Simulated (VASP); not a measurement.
**Cu under changes of volume**

One of the cells (10.934 Å³/atom); the others are scaled copies at fixed shape and fractional positions:

```
Cu
1.0
     0.00000    1.76166    1.76166
     1.76166    0.00000    1.76166
     1.76166    1.76166    0.00000
Cu
1
Direct
  0.00000 0.00000 0.00000
```

```yaml
Program: VASP 6.6.1
Functional: LDA
Potentials_or_basis: VASP PAW LDA potentials, release 64 (Cu)
Cutoff: 520 eV
k_mesh: 12 × 12 × 12
Occupations: fermi-dirac, width 0.05 eV
Spin: no spin polarisation
```

| volume (Å³/atom) | energy over the lowest point (meV/atom) | pressure (GPa) |
| --- | --- | --- |
| 10.497 | ? | ? |
| 10.716 | 2.71 | 5.3 |
| 10.934 | 0.00 | 0.8 |
| 11.153 | 2.40 | -2.9 |
| 11.372 | 9.30 | -6.4 |

Q: What does the run at 10.497 Å³/atom give?

A: Energy over the lowest point 11.13 meV/atom; pressure 9.6 GPa.

Worked out: A Birch-Murnaghan fit of order 2 (a polynomial in V^(-2/3)) to the other rows has its minimum at 10.94 Å³/atom with B0 = V·E''(V) = 184 GPa. It gives 10.97 meV/atom at 10.497 Å³/atom, against the run's 11.13, and -dE/dV = 8.2 GPa, against 9.6.

Energies are extrapolated to zero smearing.
